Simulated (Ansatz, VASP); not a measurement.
One calculation of GaN, two programs

```
Ga N
1.0
     0.00000    2.25901    2.25901
     2.25901    0.00000    2.25901
     2.25901    2.25901    0.00000
Ga N
1 1
Direct
  0.00000 0.00000 0.00000
  0.75000 0.75000 0.75000
```

Alike in both runs: functional PBE; dispersion D3(BJ); k mesh 10 × 10 × 10; occupations gaussian, width 0.02 eV; no spin polarisation.

Ansatz relaxed the structure, and its values are those at the end. VASP's run is a single point on that final structure, the one shown.

```csv
,VASP,Ansatz
version,VASP 6.6.1,Ansatz 0.2.0
potentials or method,"VASP PAW PBE potentials, release 64 (Ga_d, N)","scalar-relativistic, plane waves, PAW"
plane-wave cutoff (eV),520,420
valence electrons in the cell,18,18
```

```tsv
	VASP	Ansatz	Ansatz less VASP
gap on the k mesh at the Fermi level (eV)	1.68	1.67	-0.005
least direct gap on the mesh (eV)	1.68	1.67	-0.005
pressure (GPa)	0.0	0.0	-0.02
```
